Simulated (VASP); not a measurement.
# KI (Fm-3m) in VASP: a series of runs, part 2 of 2

VASP 6.6.1. Earlier steps stand in the parts before.

### 4 Single point, r2SCAN

This run uses another cell than the first one, of 44.59 Å³/atom, 1.064 times its volume.

Contents of POSCAR:

```
KI
1.0
    0.0000000000      3.5459627939      3.5459627939
    3.5459627939      0.0000000000      3.5459627939
    3.5459627939      3.5459627939      0.0000000000
K I
1 1
Direct
    0.0000000000      0.0000000000      0.0000000000
    0.5000000000      0.5000000000      0.5000000000
```

Contents of INCAR.step1:

```
SYSTEM = KI
PREC     = Accurate       ! precision mode
ENCUT    = 520            ! plane-wave cutoff, eV
ISMEAR   = 0              ! smearing method
SIGMA    = 0.02           ! smearing width, eV
LREAL    = .FALSE.        ! projectors in reciprocal space
LASPH    = .TRUE.         ! aspherical terms in the spheres
NELM     = 100            ! most SCF steps
NBANDS   = 15             ! bands
GGA      = PE             ! functional
ALGO     = Normal         ! electronic algorithm
EDIFF    = 1E-4           ! SCF threshold, eV
LWAVE    = .TRUE.         ! write WAVECAR
LCHARG   = .FALSE.        ! write CHGCAR
```

Contents of INCAR.step2:

```
SYSTEM = KI
PREC     = Accurate       ! precision mode
ENCUT    = 520            ! plane-wave cutoff, eV
EDIFF    = 1E-6           ! SCF threshold, eV
ISMEAR   = 0              ! smearing method
SIGMA    = 0.02           ! smearing width, eV
LREAL    = .FALSE.        ! projectors in reciprocal space
LASPH    = .TRUE.         ! aspherical terms in the spheres
NELM     = 100            ! most SCF steps
ALGO     = Normal         ! electronic algorithm
ISIF     = 2              ! what is computed and relaxed
LWAVE    = .FALSE.        ! write WAVECAR
LCHARG   = .TRUE.         ! write CHGCAR
METAGGA  = R2SCAN         ! meta-GGA
LMIXTAU  = .TRUE.       
LELF     = .TRUE.         ! ELF
LVHAR    = .TRUE.       
NBANDS   = 15             ! bands
ISTART   = 1
```

Contents of KPOINTS:

```
Automatic mesh
0
G
  6 6 6
  0 0 0
```

Potentials or basis: VASP PAW PBE potentials, release 64 (K_sv, I).

Launch:

```console
$ cat potpaw_PBE.64/K_sv/POTCAR potpaw_PBE.64/I/POTCAR > POTCAR
$ cp INCAR.step1 INCAR
$ mpirun -np 1 vasp_std > vasp.out
$ cp INCAR.step2 INCAR
$ mpirun -np 1 vasp_std > vasp.out
```

OUTCAR:

```text
SYSTEM = KI
   PREC = Accurate
   ENCUT = 520
   EDIFF = 1E-6
   ISMEAR = 0
   LREAL = .FALSE.
   LASPH = .TRUE.
   NELM = 100
   ISIF = 2
   METAGGA = R2SCAN
   ISTART = 1

 ion  position               nearest neighbor table
   1  0.000  0.000  0.000-   2 3.55   2 3.55   2 3.55   2 3.55   2 3.55   2 3.55
   2  0.500  0.500  0.500-   1 3.55   1 3.55   1 3.55   1 3.55   1 3.55   1 3.55

  LATTYP: Found a face centered cubic cell.
 ALAT       =     7.0919255878

  Lattice vectors:

[... 466 lines left out ...]

  FORCE on cell =-STRESS in cart. coord.  units (eV):
  Direction    XX          YY          ZZ          XY          YZ          ZX
  --------------------------------------------------------------------------------------
  -------------------------------------------------------------------------------------
  Total        0.0024882      0.0024882      0.0024882      0.0000000      0.0000000     -0.0000000
  in kB        0.0447058      0.0447058      0.0447058      0.0000000      0.0000000     -0.0000000
  external PRESSURE =       0.0447058 kB  Pullay stress =       0.0000000 kB

 VOLUME and BASIS-vectors are now :
 -----------------------------------------------------------------------------
  energy-cutoff  :      520.00
  volume of cell :       89.17
      direct lattice vectors                 reciprocal lattice vectors
     0.000000000  3.545962794  3.545962794    -0.141005428  0.141005428  0.141005428
     3.545962794  0.000000000  3.545962794     0.141005428 -0.141005428  0.141005428
     3.545962794  3.545962794  0.000000000     0.141005428  0.141005428 -0.141005428

 POSITION                                       TOTAL-FORCE (eV/Angst)
 -----------------------------------------------------------------------------------
      0.00000      0.00000      0.00000        -0.000000     -0.000000     -0.000000
      3.54596      3.54596      3.54596         0.000000      0.000000      0.000000
 -----------------------------------------------------------------------------------
    total drift:                                0.000000     -0.000000     -0.000000

  FREE ENERGIE OF THE ION-ELECTRON SYSTEM (eV)
  ---------------------------------------------------
  free  energy   TOTEN  =       -33.9843493381 eV

  energy  without entropy=      -33.9843493381  energy(sigma->0) =      -33.98434934
```

OUTCAR.step1:

```text
SYSTEM = KI
   PREC = Accurate
   ENCUT = 520
   ISMEAR = 0
   LREAL = .FALSE.
   LASPH = .TRUE.
[... 499 lines left out ...]
      0.00000      0.00000      0.00000         0.000000     -0.000000      0.000000
      3.54596      3.54596      3.54596        -0.000000      0.000000     -0.000000
 -----------------------------------------------------------------------------------
    total drift:                                0.000000     -0.000000     -0.000000

  FREE ENERGIE OF THE ION-ELECTRON SYSTEM (eV)
  ---------------------------------------------------
  free  energy   TOTEN  =        -5.5597973453 eV

  energy  without entropy=       -5.5597973453  energy(sigma->0) =       -5.55979735
```

Wall time 3 min (1 thread of Intel Xeon Platinum 8259CL at 2.50GHz (Skylake/Cascade Lake), shared host); peak memory 0.26 GiB.

What came out:

```
Free energy            : -33.9843 eV
Pressure               : 0.0 GPa
Band gap on the k mesh : 4.58 eV, direct
```

Caveat: the PAW data sets were made with another functional, which shifts forces and pressure a little; spin-orbit coupling is left out, which moves the levels of the heavy elements.

### 5 Single point, r2SCAN (volume scaled by 1.03)

Contents of POSCAR:

```
KI
1.0
    0.0000000000      3.5810736199      3.5810736199
    3.5810736199      0.0000000000      3.5810736199
    3.5810736199      3.5810736199      0.0000000000
K I
1 1
Direct
    0.0000000000      0.0000000000      0.0000000000
    0.5000000000      0.5000000000      0.5000000000
```

Contents of INCAR.step1:

```
SYSTEM = KI
ALGO = Normal
EDIFF = 1E-4
ENCUT = 520
GGA = PE
ISMEAR = 0
LASPH = .True.
LCHARG = .False.
LREAL = .False.
LWAVE = .True.
NBANDS = 15
NELM = 100
PREC = Accurate
SIGMA = 0.02
```

Contents of INCAR.step2:

```
SYSTEM = KI
ALGO = Normal
EDIFF = 1E-7
ENCUT = 520
ISIF = 2
ISMEAR = 0
ISTART = 1
LASPH = .True.
LCHARG = .False.
LMIXTAU = .True.
LREAL = .False.
LWAVE = .False.
METAGGA = R2SCAN
NBANDS = 15
NELM = 100
PREC = Accurate
SIGMA = 0.02
```

Contents of KPOINTS:

```
k-points
0
Gamma
  6 6 6
  0 0 0
```

Launch:

```console
$ cat potpaw_PBE.64/K_sv/POTCAR potpaw_PBE.64/I/POTCAR > POTCAR
$ cp INCAR.step1 INCAR
$ mpirun -np 1 vasp_std > vasp.out
$ cp INCAR.step2 INCAR
$ mpirun -np 1 vasp_std > vasp.out
```

Wall time 2.1 min (1 thread of Intel Xeon Platinum 8259CL at 2.50GHz (Skylake/Cascade Lake), shared host); peak memory 0.26 GiB.

It converged, with:

```yaml
Free_energy: -33.9819 eV
Pressure: -0.3 GPa
Band_gap_on_the_k_mesh: 4.51 eV, direct
```

Levels at points of the mesh, in eV from the valence-band top:
```
           k point  band 5  band 6  band 7  band 8  band 9  band 10  band 11  band 12
(0.00, 0.00, 0.00)  -10.75    0.00    0.00    0.00    4.51     7.07     7.07     7.07
(0.50, 0.00, 0.00)  -10.51   -1.23   -0.30   -0.30    5.98     8.21     8.68     8.68
(0.50, 0.50, 0.00)  -10.62   -0.96   -0.35   -0.35    5.44     6.40     8.79     9.23
```

Caveat: the cell differs from its parent crystal (volume scaled by 1.03); the PAW data sets were made with another functional, which shifts forces and pressure a little; spin-orbit coupling is left out, which moves the levels of the heavy elements.

### 6 Single point, r2SCAN (volume scaled by 1.06)

Contents of POSCAR:

```
KI
1.0
    0.0000000000      3.6155091325      3.6155091325
    3.6155091325      0.0000000000      3.6155091325
    3.6155091325      3.6155091325      0.0000000000
K I
1 1
Direct
    0.0000000000      0.0000000000      0.0000000000
    0.5000000000      0.5000000000      0.5000000000
```

Contents of INCAR.step1:

```
ALGO = Normal ; EDIFF = 1E-4
ENCUT = 520 ; GGA = PE
ISMEAR = 0 ; LASPH = True
LCHARG = False ; LREAL = False
LWAVE = True ; NBANDS = 15
NELM = 100 ; PREC = Accurate
SIGMA = 0.02
```

Contents of INCAR.step2:

```
ALGO = Normal ; EDIFF = 1E-6
ENCUT = 520 ; ISIF = 2
ISMEAR = 0 ; ISTART = 1
LASPH = True ; LCHARG = True
LELF = True ; LMIXTAU = True
LREAL = False ; LVHAR = True
LWAVE = False ; METAGGA = R2SCAN
NBANDS = 15 ; NELM = 100
PREC = Accurate ; SIGMA = 0.02
```

Contents of KPOINTS:

```
k-points
0
Gamma
  6 6 6
```

Potentials or basis: VASP PAW PBE potentials, release 64 (K_sv, I).

Launch:

```console
$ cat potpaw_PBE.64/K_sv/POTCAR potpaw_PBE.64/I/POTCAR > POTCAR
$ cp INCAR.step1 INCAR
$ mpirun -np 1 vasp_std > vasp.out
$ cp INCAR.step2 INCAR
$ mpirun -np 1 vasp_std > vasp.out
```

It took 1.9 min on 1 thread of Intel Xeon Platinum 8259CL at 2.50GHz (Skylake/Cascade Lake), shared host; peak memory 0.26 GiB.

The run converged. Its results:

```yaml
Free_energy: -33.9741 eV
Pressure: -0.6 GPa
Band_gap_on_the_k_mesh: 4.44 eV, direct
```

Levels at points of the mesh, in eV from the valence-band top:
| k point | band 5 | band 6 | band 7 | band 8 | band 9 | band 10 | band 11 | band 12 |
| --- | --- | --- | --- | --- | --- | --- | --- | --- |
| (0.00, 0.00, 0.00) | -10.71 | 0.00 | 0.00 | 0.00 | 4.44 | 7.07 | 7.07 | 7.07 |
| (0.50, 0.00, 0.00) | -10.50 | -1.17 | -0.28 | -0.28 | 5.94 | 8.12 | 8.63 | 8.63 |
| (0.50, 0.50, 0.00) | -10.59 | -0.91 | -0.34 | -0.34 | 5.48 | 6.33 | 8.76 | 9.09 |

Caveat: the cell differs from its parent crystal (volume scaled by 1.06); the PAW data sets were made with another functional, which shifts forces and pressure a little; spin-orbit coupling is left out, which moves the levels of the heavy elements.

### 7 Overview

```csv
cell,gap on the mesh (eV),pressure (GPa)
"a = 4.912 Å, angles 60.0°, 2 atoms",4.74,0.9
"a = 4.964 Å, angles 60.0°, 2 atoms",4.66,0.4
"a = 5.015 Å, angles 60.0°, 2 atoms",4.58,0.0
"a = 5.064 Å, angles 60.0°, 2 atoms",4.51,-0.3
"a = 5.113 Å, angles 60.0°, 2 atoms",4.44,-0.6
```

Alike in all rows: task single point; level r2SCAN; potentials or basis VASP PAW PBE potentials, release 64 (K_sv, I); no spin polarisation; k mesh 6 × 6 × 6; cutoff (eV) 520; smearing gaussian 0.02 eV.

Caveats: the PAW data sets were made with another functional, which shifts forces and pressure a little; spin-orbit coupling is left out, which moves the levels of the heavy elements.

Absolute energies hang on the potentials; compare differences alone.

### 8 Comparison with measurements

Step 4. A measured gap of KI is 6.32 eV (a printed reference work, monograph); the calculated 4.58 eV misses it by -1.74 eV. Spin-orbit coupling on I is left out. The value is that of r2SCAN, without temperature or zero-point motion.
